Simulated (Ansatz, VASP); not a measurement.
**One calculation of Au, two programs**

The input INCAR:

```
ALGO = Normal
EDIFF = 1E-7
ENCUT = 520
GGA = CA
ISIF = 2
ISMEAR = -1
LASPH = T
LCHARG = F
LREAL = F
LWAVE = F
NBANDS = 12
NELM = 80
PREC = Accurate
SIGMA = 0.1
```

The input KPOINTS:

```
k-points
0
Gamma
  17 17 17
```

POSCAR

```
Au
1.0
   -1.6079296413      1.6079296413      1.6079296413
    1.6079296413     -1.6079296413      1.6079296413
    1.6079296413      1.6079296413     -1.6079296413
Au
1
Direct
    0.0000000000      0.0000000000      0.0000000000
```

Input for Ansatz:

```yaml
crystal:
  lattice:
    - [-1.6079296413, 1.6079296413, 1.6079296413]
    - [1.6079296413, -1.6079296413, 1.6079296413]
    - [1.6079296413, 1.6079296413, -1.6079296413]
  atoms:
    - { symbol: Au, position: [0.0, 0.0, 0.0] }
kpoints:
  mp_grid: { grid: [17, 17, 17] }
  band_path:
    path:
      - [0.0, 0.0, 0.0]
      - [0.5, -0.5, 0.5]
      - [0.0, 0.0, 0.5]
      - [0.0, 0.0, 0.0]
      - [0.25, 0.25, 0.25]
      - [0.5, -0.5, 0.5]
      - [0.25, 0.25, 0.25]
      - [0.0, 0.0, 0.5]
    npoints: 14
scf:
  occupations: { method: fermi_dirac, width: 0.1 }
hamiltonian:
  xc: lda
  pseudopotentials: { kind: all_electron, lapw: { basis_error: 0.001 } }
output:
  forces: true
  stress: true
  eigenvalues: true
  populations: true
  dos: { projected: true, de: 0.2, e_range: [-14, 8] }
```

This isn't the form of Au at room conditions, which is fcc.

Alike in both runs: task single point; functional LDA; k mesh 17 × 17 × 17; occupations fermi-dirac, width 0.1 eV; no spin polarisation.

|  | VASP | Ansatz |
| --- | --- | --- |
| version | VASP 6.6.1 | Ansatz 0.2.0 |
| potentials or method | VASP PAW LDA potentials, release 64 (Au) | all-electron LAPW, scalar-relativistic |
| plane-wave cutoff (eV) | 520 | see its input |

Ansatz gave:

* pressure (GPa): 0.0

Problem. What did VASP give for the same quantities?

Solution. Pressure (GPa): 0.5.

Ansatz ran all-electron here, so the differences hold the error of VASP's frozen core and of both bases.

The runs have no spin-orbit coupling, so splittings on Au are missing.
